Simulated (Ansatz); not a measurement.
# Straining AlN

All numbers below come from DFT r2SCAN, scalar-relativistic, plane waves, PAW in Ansatz. Settings: 500 eV cutoff, 9×9×6 k-mesh, Gaussian smearing of 0.02 eV, no spin polarisation.

The relaxed crystal:

```
Al N
1.0
     3.10670    0.00000    0.00000
    -1.55335    2.69048    0.00000
     0.00000    0.00000    4.97856
Al N
2 2
Direct
  0.66667 0.33333 0.49920
  0.33333 0.66667 0.99920
  0.66667 0.33333 0.88080
  0.33333 0.66667 0.38080
```

Deformation: shear that moves c along a by the strain times its height over the a-b plane, the cell held and the atoms relaxed, all within the symmetry that the strain leaves. Energies are extrapolated to zero smearing. Stress is positive in compression, on the Cartesian axes of the cell above. Gaps are generalised Kohn–Sham gaps over the whole zone.

```
strain (%)  ΔE (meV/atom) a (Å) b (Å) c (Å)  σxx (GPa)  σyy (GPa)  σzz (GPa)  σyz (GPa)  σxz (GPa)  σxy (GPa) gap (eV)
      +0.0            0.0  3.107  3.107  4.979       0.00       0.00       0.01       0.00       0.00       0.00      4.88
      +1.5            0.9  3.107  3.107  4.979      -0.05       0.01       0.03       0.00      -1.85       0.00      4.87
      +3.0              ?  3.107  3.107  4.981          ?          ?          ?          ?          ?          ?         ?
      +4.5              ?  3.107  3.107  4.984          ?          ?          ?          ?          ?          ?         ?
      +6.0           14.3  3.107  3.107  4.988      -0.96       0.09       0.58       0.00      -7.29       0.00      4.73
      +9.0           31.9  3.107  3.107  4.999      -2.14       0.20       1.27       0.00     -10.74       0.00      4.59
```

(1) Fill in the row at +3.0 %.

(2) Fill in the row at +4.5 %.

Answers

(1) ΔE 3.6 meV/atom; σxx -0.23 GPa; σyy 0.03 GPa; σzz 0.14 GPa; σyz 0.00 GPa; σxz -3.69 GPa; σxy 0.00 GPa; gap 4.83 eV.

(2) ΔE 8.1 meV/atom; σxx -0.54 GPa; σyy 0.05 GPa; σzz 0.33 GPa; σyz 0.00 GPa; σxz -5.50 GPa; σxy 0.00 GPa; gap 4.79 eV.